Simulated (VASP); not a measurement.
# Sb (R-3m) in VASP: settings compared, part 2 of 2

VASP 6.6.1. Earlier steps stand in the parts before.

### Step 3. Relaxation of cell and atoms, PBEsol

This run uses another cell than the first one, of 30.21 Å³/atom, 1.017 times its volume.

Input file INCAR:

```
SYSTEM = Sb
  PREC = Accurate
  ENCUT = 600
  EDIFF = 1E-6
  ISMEAR = 1
  SIGMA = 0.1
  LREAL = .FALSE.
  LASPH = .TRUE.
  NELM = 80
  ALGO = Normal
  ISIF = 3
  LWAVE = .FALSE.
  LCHARG = .FALSE.
  GGA = PS
  IBRION = 2
  NSW = 90
  EDIFFG = -0.01
```

Input file KPOINTS:

```
regular mesh
0
G
  12 12 10
  0 0 0
```

Input file POSCAR:

```
Sb
1.0
    2.1542000000      1.2437279499      3.7580000000
   -2.1542000000      1.2437279499      3.7580000000
    0.0000000000     -2.4874558998      3.7580000000
Sb
2
Direct
    0.2334900000      0.2334900000      0.2334900000
    0.7665100000      0.7665100000      0.7665100000
```

Potentials or basis: VASP PAW PBE potentials, release 64 (Sb).

The run is started by

```bash
$ cat potpaw_PBE.64/Sb/POTCAR > POTCAR
$ mpirun -np 1 vasp_std > vasp.out
```

OUTCAR:

```text
SYSTEM = Sb
   PREC = Accurate
   ENCUT = 600
   EDIFF = 1E-6
   ISMEAR = 1
   LREAL = .FALSE.
   LASPH = .TRUE.
   NELM = 80
   ISIF = 3
   GGA = PS
   IBRION = 2
   NSW = 90
   EDIFFG = -0.01

 ion  position               nearest neighbor table
   1  0.233  0.233  0.233-   2 2.91   2 2.91   2 2.91   2 3.35   2 3.35   2 3.35
   2  0.767  0.767  0.767-   1 2.91   1 2.91   1 2.91   1 3.35   1 3.35   1 3.35

  LATTYP: Found a trigonal (rhomboedric) cell.
 ALAT       =     4.5066618304
 COS(alpha) =     0.5430253624

  Lattice vectors:

 A1 = (   2.1542000000,   1.2437279499,   3.7580000000)
 A2 = (  -2.1542000000,   1.2437279499,   3.7580000000)
 A3 = (   0.0000000000,  -2.4874558998,   3.7580000000)

Analysis of symmetry for initial positions (statically):
=====================================================================
 Subroutine PRICEL returns:
 Original cell was already a primitive cell.

 Routine SETGRP: Setting up the symmetry group for a
 trigonal (rhombohedral) supercell.

 Subroutine GETGRP returns: Found 12 space group operations
 (whereof 12 operations were pure point group operations)
 out of a pool of 12 trial point group operations.

[... 193 lines left out ...]
  -------------------------------------------------------------------------------------
  Total        0.1552468      0.1552468     -0.0431409      0.0000000      0.0000000      0.0000000
  in kB        4.1173116      4.1173116     -1.1441423      0.0000000      0.0000000      0.0000000
  external PRESSURE =       2.3634936 kB  Pullay stress =       0.0000000 kB
[... 275 lines left out ...]
--------------------------------------- Ionic step        9  -------------------------------------------

 number of electron      10.0000000 magnetization

 Free energy of the ion-electron system (eV)
  ---------------------------------------------------
  ext. energy  EPLUGINS =         0.00000000
  ---------------------------------------------------
  free energy    TOTEN  =        -9.11501356 eV

  energy without entropy =       -9.11548679  energy(sigma->0) =       -9.11517131

 E-fermi :   7.2119     XC(G=0):  -9.7363

 val. band max:        7.2080745894   @ k =  -0.4167   0.4167   0.5000
 cond. band min:       7.2214907533   @ k =   0.0833   0.0833   0.4000
 fundamental gap:      0.0134161639
 Fermi energy:         7.2119391640

 k-point     1 :       0.0000    0.0000    0.0000
  band No.  band energies     occupation
      1      -5.4821      2.00000
      2       2.5642      2.00000
      3       5.3067      2.00000
      4       5.4573      2.00000
      5       5.4573      2.00000
      6       9.6355      0.00000
      7      10.1031      0.00000
      8      10.1031      0.00000
      9      12.1824      0.00000
[... 265 lines left out ...]
 k-point    24 :      -0.4167    0.1667    0.0000
  band No.  band energies     occupation
      1      -2.9159      2.00000
      2      -2.2470      2.00000
      3       3.5731      2.00000
      4       5.1291      2.00000
      5       5.5656      2.00000
      6       8.1926     -0.00000
      7       8.6177     -0.00000
      8      10.4094      0.00000
      9      13.8688      0.00000

 [... further k-points ...]
[... 5 lines left out ...]
  --------------------------------------------------------------------------------------
  -------------------------------------------------------------------------------------
  Total        0.0098534      0.0098534      0.0116271      0.0000000      0.0000000     -0.0000000
  in kB        0.2651056      0.2651056      0.3128275      0.0000000      0.0000000     -0.0000000
  external PRESSURE =       0.2810129 kB  Pullay stress =       0.0000000 kB
[... 17 lines left out ...]
  FREE ENERGIE OF THE ION-ELECTRON SYSTEM (eV)
  ---------------------------------------------------
  free  energy   TOTEN  =        -9.1150135617 eV

  energy  without entropy=       -9.1154867936  energy(sigma->0) =       -9.11517131

 reached required accuracy - stopping structural energy minimisation
```

OSZICAR:

```text
N       E                     dE             d eps       ncg     rms          rms(c)
DAV:   1     0.414387611036E+02    0.41439E+02   -0.39569E+03  7038   0.977E+02
DAV:   2    -0.729552855648E+01   -0.48734E+02   -0.47810E+02  9823   0.131E+02
DAV:   3    -0.910759198500E+01   -0.18121E+01   -0.17726E+01  8690   0.306E+01
[... 54 lines left out ...]
       N       E                     dE             d eps       ncg     rms          rms(c)
DAV:   1    -0.911503054350E+01   -0.29415E-04   -0.77332E-04  7720   0.166E-01    0.203E-02
DAV:   2    -0.911501876773E+01    0.11776E-04   -0.22456E-05  7548   0.348E-02    0.114E-02
DAV:   3    -0.911501358105E+01    0.51867E-05   -0.15659E-05  7592   0.212E-02    0.287E-03
DAV:   4    -0.911501356165E+01    0.19393E-07   -0.34419E-07  3655   0.518E-03
   9 F= -.91150136E+01 E0= -.91151713E+01  d E =-.124282E-04
```

CONTCAR:

```text
Sb
   1.00000000000000
     2.1621941067405888    1.2483433495787377    3.6770204394795694
    -2.1621941067405888    1.2483433495787377    3.6770204394795694
    -0.0000000000000000   -2.4966866991574754    3.6770204394795694
  Sb
     2
Direct
     0.2365009844432233    0.2365009844432233    0.2365009844432233
     0.7634990155567768    0.7634990155567768    0.7634990155567768

  0.00000000E+00  0.00000000E+00  0.00000000E+00
  0.00000000E+00  0.00000000E+00  0.00000000E+00
```

Run time: 4.7 min. Hardware: 1 thread of Intel Xeon 6975P-C (Granite Rapids), shared host; peak memory 0.4 GiB.

Results:

```yaml
Free_energy: -9.1150 eV
Relaxed_volume: 29.77 Å³/atom
Relaxed_cell: a = 4.445 Å, b = 4.445 Å, c = 4.445 Å, α = 58.22°, β = 58.22°, γ = 58.22°
Space_group_after_relaxing_to_0.05_Å: R-3m (No. 166)
Energy_gained_by_relaxing: 3.8 meV/atom
Ionic_steps: 9
Pressure_after_relaxing: 0.0 GPa
Band_gap_on_the_k_mesh: none (metal or under the smearing width)
```

Step by step:
```
step  energy change (eV)  largest force (eV/Å)  pressure (GPa)  volume (Å³)
   1              0.0000                0.2036            0.24        60.41
   2             -0.0030                0.0801           -0.44        60.80
   3             -0.0031                0.0515           -0.60        60.90
   4             -0.0056                0.0290           -0.39        60.43
   5             -0.0075                0.0076            0.03        59.61
   6             -0.0075                0.0096            0.06        59.56
   7             -0.0076                0.0107            0.00        59.59
   8             -0.0076                0.0113           -0.04        59.61
   9             -0.0076                0.0008            0.03        59.55
```

Final structure:
```
Sb
1.0
     2.16219    1.24834    3.67702
    -2.16219    1.24834    3.67702
     0.00000   -2.49669    3.67702
Sb
2
Direct
  0.23650 0.23650 0.23650
  0.76350 0.76350 0.76350
```

Caveat: the PAW data sets were made with another functional, which shifts forces and pressure a little. Spin-orbit coupling is left out, which matters for the levels of Sb.

### Step 4. Relaxation of cell and atoms, PBEsol

This run uses another cell than the first one, of 29.77 Å³/atom, 1.002 times its volume.

Changes to INCAR since step 3:

```diff
@@ -3,3 +3,3 @@
   ENCUT = 600
-  EDIFF = 1E-6
+  EDIFF = 1E-7
   ISMEAR = 1
@@ -16,2 +16,2 @@
   NSW = 90
-  EDIFFG = -0.01
+  EDIFFG = -0.005
```

KPOINTS is that of step 3.

Input file POSCAR:

```
Sb                                      
1.0
    2.1621941067      1.2483433496      3.6770204395
   -2.1621941067      1.2483433496      3.6770204395
   -0.0000000000     -2.4966866992      3.6770204395
  Sb            
     2
Direct
     0.2365009844432233    0.2365009844432233    0.2365009844432233
     0.7634990155567768    0.7634990155567768    0.7634990155567768
```

The run is started by

```bash
$ cat potpaw_PBE.64/Sb/POTCAR > POTCAR
$ mpirun -np 1 vasp_std > vasp.out
```

It took 88 s on 1 thread of Intel Xeon 6975P-C (Granite Rapids), shared host; peak memory 0.4 GiB.

It converged, with:

```yaml
Free_energy: -9.1150 eV
Relaxed_volume: 29.80 Å³/atom
Relaxed_cell: a = 4.446 Å, b = 4.446 Å, c = 4.446 Å, α = 58.22°, β = 58.22°, γ = 58.22°
Space_group_after_relaxing_to_0.05_Å: R-3m (No. 166)
Energy_gained_by_relaxing: 0.0 meV/atom
Ionic_steps: 2
Pressure_after_relaxing: 0.0 GPa
Largest_force_after_relaxing: 0.004 eV/Å
Band_gap_on_the_k_mesh: none (metal or under the smearing width)
```

Forces on the atoms (eV/Å):
```
Sb   0.000  0.000 -0.004
Sb   0.000  0.000  0.004
```

Final structure:
```
Sb
1.0
     2.16278    1.24868    3.67817
    -2.16278    1.24868    3.67817
     0.00000   -2.49736    3.67817
Sb
2
Direct
  0.23650 0.23650 0.23650
  0.76350 0.76350 0.76350
```

Levels at points of the mesh, in eV from the Fermi level:
| k point | band 2 | band 3 | band 4 | band 5 | band 6 | band 7 | band 8 | band 9 |
| --- | --- | --- | --- | --- | --- | --- | --- | --- |
| (0.00, 0.00, 0.00) | -4.65 | -1.90 | -1.75 | -1.75 | 2.42 | 2.89 | 2.89 | 4.97 |
| (0.50, 0.00, 0.00) | -9.67 | -1.67 | -1.50 | -0.26 | -0.13 | 0.25 | 0.31 | 7.89 |
| (0.50, 0.50, 0.00) | -7.82 | -5.54 | -3.72 | -3.67 | 1.64 | 5.12 | 5.50 | 7.18 |
| (0.50, 0.50, 0.50) | -9.12 | -1.18 | -1.18 | -0.42 | -0.01 | -0.01 | 0.96 | 7.35 |

Caveat: the PAW data sets were made with another functional, which shifts forces and pressure a little. Spin-orbit coupling is left out, which matters for the levels of Sb.

### Step 5. Relaxation of cell and atoms, r2SCAN+rVV10

This run uses another cell than the first one, of 30.21 Å³/atom, 1.017 times its volume.

Input file INCAR:

```
  PREC = Accurate
  ENCUT = 600
  EDIFF = 1E-6
  ISMEAR = 1
  SIGMA = 0.1
  LREAL = False
  LASPH = True
  NELM = 80
  ALGO = Normal
  ISIF = 3
  LWAVE = False
  LCHARG = False
  METAGGA = R2SCAN
  LMIXTAU = True
  LUSE_VDW = True
  IVDW_NL = 2
  BPARAM = 11.95
  CPARAM = 0.0093
  IBRION = 2
  NSW = 90
  EDIFFG = -0.01
```

Input file KPOINTS:

```
regular mesh
0
Gamma
  12 12 10
```

Input file POSCAR:

```
Sb
1.0
    2.1542000000      1.2437279499      3.7580000000
   -2.1542000000      1.2437279499      3.7580000000
    0.0000000000     -2.4874558998      3.7580000000
Sb
2
Direct
    0.2334900000      0.2334900000      0.2334900000
    0.7665100000      0.7665100000      0.7665100000
```

The run is started by

```bash
$ cat potpaw_PBE.64/Sb/POTCAR > POTCAR
$ mpirun -np 1 vasp_std > vasp.out
```

It took 18 min on 1 thread of Intel Xeon Platinum 8559C (Emerald Rapids), shared host; peak memory 0.58 GiB.

It converged, with:

```
Free energy                            : -51.0840 eV
Relaxed volume                         : 30.74 Å³/atom
Relaxed cell                           : a = 4.531 Å, b = 4.531 Å, c = 4.531 Å, α = 57.15°, β = 57.15°, γ = 57.15°
Space group after relaxing (to 0.05 Å) : R-3m (No. 166)
Energy gained by relaxing              : 2.1 meV/atom
Ionic steps                            : 3
Pressure after relaxing                : 0.0 GPa
Largest force after relaxing           : 0.007 eV/Å
Band gap on the k mesh                 : none (metal or under the smearing width)
```

Forces on the atoms (eV/Å):
```
Sb   0.000  0.000 -0.007
Sb   0.000  0.000  0.007
```

The path:
```tsv
step	energy change (eV)	largest force (eV/Å)	pressure (GPa)	volume (Å³)
1	0.0000	0.1207	1.17	60.41
2	-0.0014	0.1063	-0.87	62.36
3	-0.0042	0.0074	0.02	61.47
```

Final structure:
```yaml
crystal:
  lattice:
    - [2.16746, 1.25138, 3.77733]
    - [-2.16746, 1.25138, 3.77733]
    - [0.00000, -2.50277, 3.77733]
  atoms:
    - { symbol: Sb, position: [0.23377, 0.23377, 0.23377] }
    - { symbol: Sb, position: [0.76623, 0.76623, 0.76623] }
```

Levels at points of the mesh, in eV from the Fermi level:
```
           k point  band 1  band 2  band 3  band 4  band 5  band 6  band 7  band 8  band 9
(0.00, 0.00, 0.00)  -13.22   -4.89   -2.25   -1.99   -1.99    2.14    2.75    2.75    5.37
(0.50, 0.00, 0.00)  -10.77  -10.01   -2.11   -1.97   -0.37   -0.11    0.29    0.47    8.05
(0.50, 0.50, 0.00)  -10.77   -8.30   -5.64   -3.96   -3.88    1.72    5.08    5.73    7.18
(0.50, 0.50, 0.50)  -11.62   -9.33   -1.46   -1.46   -0.38    0.07    0.07    1.21    7.44
```

Caveat: the PAW data sets were made with another functional, which shifts forces and pressure a little; pairwise dispersion overbinds metals, which lowers pressure and volume. Spin-orbit coupling is left out, which matters for the levels of Sb.

### Step 6. Relaxation of cell and atoms, r2SCAN+rVV10

This run uses another cell than the first one, of 30.74 Å³/atom, 1.035 times its volume.

Changes to INCAR since step 5:

```diff
@@ -2,3 +2,3 @@
   ENCUT = 600
-  EDIFF = 1E-6
+  EDIFF = 1E-7
   ISMEAR = 1
@@ -20,2 +20,2 @@
   NSW = 90
-  EDIFFG = -0.01
+  EDIFFG = -0.005
```

KPOINTS is that of step 5.

Input file POSCAR:

```
Sb                                      
1.0
    2.1674614343      1.2513844426      3.7773261941
   -2.1674614343      1.2513844426      3.7773261941
   -0.0000000000     -2.5027688851      3.7773261941
  Sb            
     2
Direct
     0.2337746021631038    0.2337746021631038    0.2337746021631038
     0.7662253978368962    0.7662253978368962    0.7662253978368962
```

Potentials or basis: VASP PAW PBE potentials, release 64 (Sb).

The run is started by

```bash
$ cat potpaw_PBE.64/Sb/POTCAR > POTCAR
$ mpirun -np 1 vasp_std > vasp.out
```

Wall time 26 min (1 thread of Intel Xeon Platinum 8559C (Emerald Rapids), shared host); peak memory 0.59 GiB.

Results (log left out):

```
Free energy                            : -51.0841 eV
Relaxed volume                         : 30.78 Å³/atom
Relaxed cell                           : a = 4.535 Å, b = 4.535 Å, c = 4.535 Å, α = 57.10°, β = 57.10°, γ = 57.10°
Space group after relaxing (to 0.05 Å) : R-3m (No. 166)
Energy gained by relaxing              : 0.0 meV/atom
Ionic steps                            : 6
Pressure after relaxing                : 0.0 GPa
Band gap on the k mesh                 : none (metal or under the smearing width)
```

Final structure:
```
CELL_PARAMETERS angstrom
2.16757 1.25145 3.78190
-2.16757 1.25145 3.78190
0.00000 -2.50289 3.78190
ATOMIC_POSITIONS crystal
Sb 0.23362 0.23362 0.23362
Sb 0.76638 0.76638 0.76638
```

Levels at points of the mesh, in eV from the Fermi level:
```csv
k point,band 3,band 4,band 5,band 6,band 7,band 8
"(0.00, 0.00, 0.00)",-2.25,-1.99,-1.99,2.12,2.74,2.74
"(0.50, 0.00, 0.00)",-2.12,-1.99,-0.37,-0.12,0.29,0.48
"(0.50, 0.50, 0.00)",-5.63,-3.96,-3.88,1.71,5.07,5.73
"(0.50, 0.50, 0.50)",-1.47,-1.47,-0.39,0.08,0.08,1.22
```

Caveat: the PAW data sets were made with another functional, which shifts forces and pressure a little; pairwise dispersion overbinds metals, which lowers pressure and volume. Spin-orbit coupling is left out, which matters for the levels of Sb.

### Step 7. The runs side by side

| level | gap on the mesh (eV) | pressure (GPa) | relaxed volume (Å³/atom) |
| --- | --- | --- | --- |
| PBE+D3(BJ) | none | 0.0 | 29.68 |
| PBEsol | none | 0.0 | 29.80 |
| r2SCAN+rVV10 | none | 0.0 | 30.78 |

Alike in all rows: task relaxation of cell and atoms; potentials or basis VASP PAW PBE potentials, release 64 (Sb); no spin polarisation; cell relaxed; k mesh 12 × 12 × 10; cutoff (eV) 600; smearing methfessel-paxton 0.1 eV.

Caveats: pairwise dispersion overbinds metals, which lowers pressure and volume (some runs); the PAW data sets were made with another functional, which shifts forces and pressure a little (some runs).

Total energies depend on the potentials used, so only differences within one code and one set of settings carry meaning.
